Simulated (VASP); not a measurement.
TeH, 2 atoms in the cell. The structure is cubic, space group Fm-3m (No. 225). The conventional cell has a = 5.363 Å, b = 5.363 Å, c = 5.363 Å, α = 90.00°, β = 90.00°, γ = 90.00°. H (site symmetry m-3m) has 6 Te at 2.68 Å as nearest neighbours. Around Te (site symmetry m-3m) lie 6 H at 2.68 Å. The cell was built by a generator and needn't be a form met in nature.

```yaml
Program: VASP 6.6.1
Task: relaxation of cell and atoms
Functional: LDA
Potentials_or_basis: VASP PAW LDA potentials, release 64 (H, Te)
Cutoff: 600 eV
k_mesh: 11 × 11 × 11
Occupations: fermi-dirac, width 0.0551 eV
Spin: no spin polarisation
Dipole_correction: no
Further_INCAR_settings: ALGO = Normal; EDIFF = 1e-06; IBRION = 2; EDIFFG = -0.01; NSW = 60; ISIF = 3
```

Potentials or basis: VASP PAW LDA potentials, release 64 (H, Te).

Command:

```console
$ cat potpaw_LDA.64/H/POTCAR potpaw_LDA.64/Te/POTCAR > POTCAR
$ mpirun -np 1 vasp_std > vasp.out
```

Hardware: 1 thread of AMD EPYC 7571, with other jobs on the host.

Q: How long does it take, and how much memory?

A: Run time: 90 s on 1 thread of AMD EPYC 7571 (shared host), peak memory 0.14 GiB. Counts: scf iterations 32, k points 56, ion steps 4.
